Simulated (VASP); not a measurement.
# ZrN in VASP: a series of runs

Runs on ZrN. Level: PBEsol. Tasks: single point.

Program: VASP 6.6.1. These are calculated values, not measurements. Logs are shortened: lines on timing, memory, paths and dates and some standing lists are left out, and cuts for length are marked.

## (1) The cell of the first run

The cell holds a slab with vacuum, 10 atoms: a = 3.219 Å, b = 3.219 Å, c = 24.104 Å, α = 90.00°, β = 90.00°, γ = 90.00°.

## (2) Single point, PBEsol ((1 0 0) slab, atoms relaxed)

The input, INCAR:

```
PREC     = Accurate       # precision mode
ENCUT    = 520            # plane-wave cutoff, eV
EDIFF    = 1E-6           # SCF threshold, eV
ISMEAR   = 0              # smearing method
SIGMA    = 0.1            # smearing width, eV
LREAL    = F              # projectors in reciprocal space
LASPH    = T              # aspherical terms in the spheres
NELM     = 100            # most SCF steps
ALGO     = Fast           # electronic algorithm
ISIF     = 2              # what is computed and relaxed
LWAVE    = F              # write WAVECAR
LCHARG   = T              # write CHGCAR
LDIPOL   = T            
IDIPOL   = 3            
DIPOL    = 0.5 0.5 0.500
GGA      = PS             # functional
LELF     = T              # ELF
LVHAR    = T            
LVACPOTAV= T            
NBANDS   = 54             # bands
```

The input, KPOINTS:

```
regular mesh
0
Gamma
  11 11 1
```

The input, POSCAR:

```
ZrN
1.0
    3.2188796041      0.0000000000      0.0000000000
    0.0000000000      3.2188796041      0.0000000000
    0.0000000000      0.0000000000     24.1043663836
Zr N
5 5
Direct
    0.5000000000      0.5000000000      0.3159562076
    0.0000000000      0.0000000000      0.4056561888
    0.5000000000      0.5000000000      0.5000000082
    0.0000000000      0.0000000000      0.5943438075
    0.5000000000      0.5000000000      0.6840437841
    0.0000000000      0.0000000000      0.3086742363
    0.5000000000      0.5000000000      0.4057824033
    0.0000000000      0.0000000000      0.5000000037
    0.5000000000      0.5000000000      0.5942175968
    0.0000000000      0.0000000000      0.6913257638
```

Potentials or basis: VASP PAW PBE potentials, release 64 (Zr_sv, N).

On the command line:

```bash
$ cat potpaw_PBE.64/Zr_sv/POTCAR potpaw_PBE.64/N/POTCAR > POTCAR
$ mpirun -np 1 vasp_std > vasp.out
```

OUTCAR:

```text
PREC = Accurate
   ENCUT = 520
   EDIFF = 1E-6
   ISMEAR = 0
   LREAL = F
   LASPH = T
   NELM = 100
   ISIF = 2
   GGA = PS

 ion  position               nearest neighbor table
   1  0.500  0.500  0.316-   7 2.17   6 2.28   6 2.28   6 2.28   6 2.28   2 3.14   2 3.14   2 3.14
                             2 3.14
   2  0.000  0.000  0.406-   8 2.27   7 2.28   7 2.28   7 2.28   7 2.28   6 2.34   1 3.14   1 3.14
                             1 3.14   1 3.14   3 3.22   3 3.22   3 3.22   3 3.22
   3  0.500  0.500  0.500-   9 2.27   7 2.27   8 2.28   8 2.28   8 2.28   8 2.28   4 3.22   4 3.22
                             4 3.22   4 3.22   2 3.22   2 3.22   2 3.22   2 3.22
   4  0.000  0.000  0.594-   8 2.27   9 2.28   9 2.28   9 2.28   9 2.28  10 2.34   5 3.14   5 3.14
                             5 3.14   5 3.14   3 3.22   3 3.22   3 3.22   3 3.22
   5  0.500  0.500  0.684-   9 2.17  10 2.28  10 2.28  10 2.28  10 2.28   4 3.14   4 3.14   4 3.14
                             4 3.14
   6  0.000  0.000  0.309-   1 2.28   1 2.28   1 2.28   1 2.28   2 2.34
   7  0.500  0.500  0.406-   1 2.17   3 2.27   2 2.28   2 2.28   2 2.28   2 2.28
   8  0.000  0.000  0.500-   4 2.27   2 2.27   3 2.28   3 2.28   3 2.28   3 2.28
   9  0.500  0.500  0.594-   5 2.17   3 2.27   4 2.28   4 2.28   4 2.28   4 2.28
  10  0.000  0.000  0.691-   5 2.28   5 2.28   5 2.28   5 2.28   4 2.34

  LATTYP: Found a simple tetragonal cell.
 ALAT       =     3.2188796041
 C/A-ratio  =     7.4884336627

  Lattice vectors:

 A1 = (   3.2188796041,   0.0000000000,   0.0000000000)
 A2 = (   0.0000000000,   3.2188796041,   0.0000000000)
 A3 = (   0.0000000000,   0.0000000000,  24.1043663836)

Analysis of symmetry for initial positions (statically):
=====================================================================
 Subroutine PRICEL returns:
 Original cell was already a primitive cell.

 Routine SETGRP: Setting up the symmetry group for a
 simple tetragonal supercell.

 Subroutine GETGRP returns: Found 16 space group operations
 (whereof 16 operations were pure point group operations)
 out of a pool of 16 trial point group operations.

The static configuration has the point symmetry D_4h.

Analysis of symmetry for dynamics (positions and initial velocities):
=====================================================================
 Subroutine PRICEL returns:
 Original cell was already a primitive cell.

 Routine SETGRP: Setting up the symmetry group for a
 simple tetragonal supercell.

 Subroutine GETGRP returns: Found 16 space group operations
 (whereof 16 operations were pure point group operations)
 out of a pool of 16 trial point group operations.

The dynamic configuration has the point symmetry D_4h.

 Subroutine INISYM returns: Found 16 space group operations
 (whereof 16 operations are pure point group operations),
 and found     1 'primitive' translations

----------------------------------------------------------------------------------------

                                     Primitive cell

  volume of cell :     249.7498

  direct lattice vectors                    reciprocal lattice vectors
     3.218879604  0.000000000  0.000000000     0.310667103  0.000000000  0.000000000
     0.000000000  3.218879604  0.000000000     0.000000000  0.310667103  0.000000000
     0.000000000  0.000000000 24.104366384     0.000000000  0.000000000  0.041486260

  length of vectors
     3.218879604  3.218879604 24.104366384     0.310667103  0.310667103  0.041486260

  position of ions in fractional coordinates (direct lattice)
     0.500000000  0.500000000  0.315956208
     0.000000000  0.000000000  0.405656189
     0.500000000  0.500000000  0.500000008
     0.000000000  0.000000000  0.594343808
     0.500000000  0.500000000  0.684043784
     0.000000000  0.000000000  0.308674236
     0.500000000  0.500000000  0.405782403
     0.000000000  0.000000000  0.500000004
     0.500000000  0.500000000  0.594217597
     0.000000000  0.000000000  0.691325764

  ion indices of the primitive-cell ions
   primitive index   ion index
                 1           1
                 2           2
                 3           3
                 4           4
                 5           5
                 6           6
                 7           7
                 8           8
                 9           9
                10          10

----------------------------------------------------------------------------------------

 KPOINTS: regular mesh

Automatic generation of k-mesh.
 Grid dimensions read from file:
 generate k-points for:   11   11    1

 Generating k-lattice:

  Cartesian coordinates                     Fractional coordinates (reciprocal lattice)
     0.028242464  0.000000000  0.000000000     0.090909091  0.000000000  0.000000000
     0.000000000  0.028242464  0.000000000     0.000000000  0.090909091  0.000000000
     0.000000000  0.000000000  0.041486260     0.000000000  0.000000000  1.000000000

  Length of vectors
     0.028242464  0.028242464  0.041486260

  Shift w.r.t. Gamma in fractional coordinates (k-lattice)
     0.000000000  0.000000000  0.000000000

 Subroutine IBZKPT returns following result:
 ===========================================

 Found     21 irreducible k-points:

 Following reciprocal coordinates:
            Coordinates               Weight
  0.000000  0.000000  0.000000      1.000000
  0.090909  0.000000  0.000000      4.000000
  0.181818  0.000000  0.000000      4.000000
  0.272727  0.000000  0.000000      4.000000
  0.363636  0.000000  0.000000      4.000000
  0.454545  0.000000  0.000000      4.000000
[... 13 lines left out ...]
  0.454545  0.363636  0.000000      8.000000
  0.454545  0.454545  0.000000      4.000000
   k-points           NKPTS =     21   k-points in BZ     NKDIM =     21   number of bands    NBANDS=     54
   number of dos      NEDOS =    301   number of ions     NIONS =     10
   total plane-waves  NPLWV = 103680
   dimension x,y,z NGX =    24 NGY =   24 NGZ =  180
   dimension x,y,z NGXF=    48 NGYF=   48 NGZF=  360
   ions per type =               5   5
   NGX,Y,Z   is equivalent  to a cutoff of  12.40, 12.40, 12.41 a.u.
   NGXF,Y,Z  is equivalent  to a cutoff of  24.79, 24.79, 24.83 a.u.
 SYSTEM =  unknown system
   PREC   = accura    normal or accurate (medium, high low for compatibility)
   ISTART =      0    job   : 0-new  1-cont  2-samecut
   ICHARG =      2    charge: 1-file 2-atom 10-const
   ISPIN  =      1    spin polarized calculation?
   LNONCOLLINEAR =      F non collinear calculations
   LSORBIT =      F    spin-orbit coupling
   LASPH  =      T    aspherical Exc in radial PAW
   ENCUT  =  520.0 eV  38.22 Ry    6.18 a.u.   5.98  5.98 44.82*2*pi/ulx,y,z
   NELM   =    100;   NELMIN=  2; NELMDL= -5     # of ELM steps
   EDIFF  = 0.1E-05   stopping-criterion for ELM
   LREAL  =      F    real-space projection
   EDIFFG = 0.1E-04   stopping-criterion for IOM
   NSW    =      0    number of steps for IOM
   IBRION =     -1    ionic relax: 0-MD 1-quasi-New 2-CG
   NFREE  =      0    steps in history (QN), initial steepest desc. (CG)
   ISIF   =      2    stress and relaxation
   ISYM   =      2    0-nonsym 1-usesym 2-fastsym
   POTIM  = 0.5000    time-step for ionic-motion
   TEBEG  =    0.0;   TEEND  =   0.0 temperature during run
   PSTRESS=    0.0 pullay stress
   NELECT =      85.0000    total number of electrons
   NUPDOWN=      -1.0000    fix difference up-down
   EMIN   =  10.00;   EMAX   =-10.00  energy-range for DOS
   EFERMI =   0.00;   METHOD = LEGACY
   ISMEAR =     0;   SIGMA  =   0.10  broadening in eV -4-tet -1-fermi 0-gaus
   EFERMI_NEDOS =   21; number of points for ismear=-14 and -15
   IALGO  =     68    algorithm
   IMIX   =      4    mixing-type and parameters
     AMIX     =   0.40;   BMIX     =  1.00
     AMIX_MAG =   1.60;   BMIX_MAG =  1.00
  volume/ion in A,a.u.               =      24.97       168.54
  Fermi-wavevector in a.u.,A,eV,Ry     =   1.143000  2.159956 17.775305  1.306448
  Thomas-Fermi vector in A             =   2.279696
   LORBIT       =      0    0 simple, 1 ext, 2 COOP (PROOUT), +10 PAW based schemes
   GGA     = PS    functional components
   LHFCALC =     F    Hartree Fock is set to
   AEXX    =    0.0000 exact exchange contribution
   IVDW    =     0    specifies the selected vdW correction
   LEPSILON=     F    determine dielectric tensor
   LRPA    =     F    only Hartree local field effects (RPA)
 non-spin polarized calculation
 RMM-DIIS sequential band-by-band and
 Gauss-broadening in eV      SIGMA  =   0.10
  energy-cutoff  :      520.00
  volume of cell :      249.75
 maximum number of plane-waves:      6789
 NGX is ok and might be reduce to    24
   NGX = 11   NGY = 11   NGZ = 89

 dipolmoment           0.000000      0.000000     -0.000000 electrons x Angstroem

 number of electron      84.9999989 magnetization

 dipolmoment           0.000000      0.000000      0.000001 electrons x Angstroem

 Free energy of the ion-electron system (eV)
  ---------------------------------------------------
  ext. energy  EPLUGINS =         0.00000000
  ---------------------------------------------------
  free energy    TOTEN  =      -105.67523631 eV

  energy without entropy =     -105.65293330  energy(sigma->0) =     -105.66408480

 E-fermi :   4.4268     XC(G=0):  -6.7316

 val. band max:        4.4028553835   @ k =   0.2727   0.0909   0.0000
 cond. band min:       4.4435836606   @ k =   0.4545   0.2727   0.0000
 fundamental gap:      0.0407282771
 Fermi energy:         4.4267714315

 k-point     1 :       0.0000    0.0000    0.0000
  band No.  band energies     occupation
      1     -44.9656      2.00000
      2     -44.9622      2.00000
      3     -44.8550      2.00000
      4     -44.7008      2.00000
      5     -44.6677      2.00000
      6     -23.5344      2.00000
[... 46 lines left out ...]
     53       6.5337      0.00000
     54       7.1268      0.00000
[... 1138 lines left out ...]
     53       8.8018      0.00000
     54       9.1348      0.00000

------------------------ aborting loop because EDIFF is reached ----------------------------------------

  FORCE on cell =-STRESS in cart. coord.  units (eV):
  Direction    XX          YY          ZZ          XY          YZ          ZX
  --------------------------------------------------------------------------------------
  -------------------------------------------------------------------------------------
  Total       -4.6670566     -4.6670566      0.1755562      0.0000000     -0.0000000      0.0000000
  in kB      -29.9397703    -29.9397703      1.1262159      0.0000000     -0.0000000      0.0000000
  external PRESSURE =     -19.5844416 kB  Pullay stress =       0.0000000 kB

 VOLUME and BASIS-vectors are now :
 -----------------------------------------------------------------------------
  energy-cutoff  :      520.00
  volume of cell :      249.75
      direct lattice vectors                 reciprocal lattice vectors
     3.218879604  0.000000000  0.000000000     0.310667103  0.000000000  0.000000000
     0.000000000  3.218879604  0.000000000     0.000000000  0.310667103  0.000000000
     0.000000000  0.000000000 24.104366384     0.000000000  0.000000000  0.041486260

 POSITION                                       TOTAL-FORCE (eV/Angst)
 -----------------------------------------------------------------------------------
      1.60944      1.60944      7.61592         0.000000     -0.000000     -0.018920
      0.00000      0.00000      9.77809         0.000000      0.000000      0.019399
      1.60944      1.60944     12.05218         0.000000      0.000000     -0.000000
      0.00000      0.00000     14.32628        -0.000000      0.000000     -0.019399
      1.60944      1.60944     16.48844        -0.000000     -0.000000      0.018920
      0.00000      0.00000      7.44040         0.000000      0.000000     -0.028836
      1.60944      1.60944      9.78113         0.000000      0.000000      0.016863
      0.00000      0.00000     12.05218         0.000000      0.000000     -0.000000
      1.60944      1.60944     14.32324         0.000000     -0.000000     -0.016863
      0.00000      0.00000     16.66397         0.000000      0.000000      0.028836
 -----------------------------------------------------------------------------------
    total drift:                                0.000000     -0.000000      0.000166

  FREE ENERGIE OF THE ION-ELECTRON SYSTEM (eV)
  ---------------------------------------------------
  free  energy   TOTEN  =      -105.6752363063 eV

  energy  without entropy=     -105.6529332977  energy(sigma->0) =     -105.66408480

 vacuum level on the upper side and lower side of the slab         6.802         6.802
```

It took 5.6 min on 1 thread of Intel Xeon 6975P-C (Granite Rapids), shared host; peak memory 0.43 GiB.

Results:

- Free energy: -105.6752 eV
- Largest force: 0.029 eV/Å
- Band gap on the k mesh: none (metal or under the smearing width)
- Work function of the upper face: 2.38 eV
- Work function of the lower face: 2.38 eV

Forces in eV/Å, atoms in the order of the input:
```
Zr   0.000  0.000 -0.019
Zr   0.000  0.000  0.019
Zr   0.000  0.000  0.000
Zr   0.000  0.000 -0.019
Zr   0.000  0.000  0.019
N    0.000  0.000 -0.029
N    0.000  0.000  0.017
N    0.000  0.000  0.000
N    0.000  0.000 -0.017
N    0.000  0.000  0.029
```

Caveat: the PAW data sets were made with another functional, which shifts forces and pressure a little.

## (3) Single point, PBEsol ((1 1 1) slab cut from the bulk)

The input, INCAR:

```
ALGO = Fast
DIPOL = 0.5 0.5 0.500
EDIFF = 1E-6
ENCUT = 520
GGA = PS
IDIPOL = 3
ISIF = 2
ISMEAR = 0
LASPH = T
LCHARG = F
LDIPOL = T
LREAL = F
LWAVE = F
NBANDS = 50
NELM = 100
PREC = Accurate
SIGMA = 0.1
```

The input, KPOINTS:

```
k-points
0
Gamma
  12 12 1
```

The input, POSCAR:

```
Zr5N4
1.0
    3.2188796042      0.0000000000      0.0000000000
   -1.6094398021      2.7876315090      0.0000000000
    0.0000000000      0.0000000000     25.5128167650
Zr N
5 4
Direct
    0.6666666667      0.3333333333      0.2939698924
    0.3333333333      0.6666666667      0.3969849462
    0.0000000000      0.0000000000      0.5000000000
    0.6666666667      0.3333333333      0.6030150538
    0.3333333333      0.6666666667      0.7060301076
    0.0000000000      0.0000000000      0.3454774193
    0.6666666667      0.3333333333      0.4484924731
    0.3333333333      0.6666666667      0.5515075269
    0.0000000000      0.0000000000      0.6545225807
```

Potentials or basis: VASP PAW PBE potentials, release 64 (Zr_sv, N).

On the command line:

```bash
$ cat potpaw_PBE.64/Zr_sv/POTCAR potpaw_PBE.64/N/POTCAR > POTCAR
$ mpirun -np 1 vasp_std > vasp.out
```

It took 14 min on 1 thread of Intel Xeon Platinum 8375C at 2.90GHz (Ice Lake), shared host; peak memory 0.41 GiB.

It converged, with:

```
Free energy            : -93.0355 eV
Largest force          : 0.707 eV/Å
Band gap on the k mesh : none (metal or under the smearing width)
```

Forces on the atoms (eV/Å):
```
Zr   0.000  0.000  0.707
Zr   0.000  0.000 -0.699
Zr   0.000  0.000  0.000
Zr   0.000  0.000  0.699
Zr   0.000  0.000 -0.707
N    0.000  0.000 -0.201
N    0.000  0.000 -0.049
N    0.000  0.000  0.049
N    0.000  0.000  0.201
```

Levels at points of the mesh, in eV from the Fermi level:
```tsv
k point	band 38	band 39	band 40	band 41	band 42	band 43
(0.00, 0.00, 0.00)	-0.94	-0.28	-0.17	-0.17	-0.01	0.54
(0.50, 0.00, 0.00)	-1.87	-0.51	0.35	0.40	1.04	2.05
```

Caveat: the PAW data sets were made with another functional, which shifts forces and pressure a little.
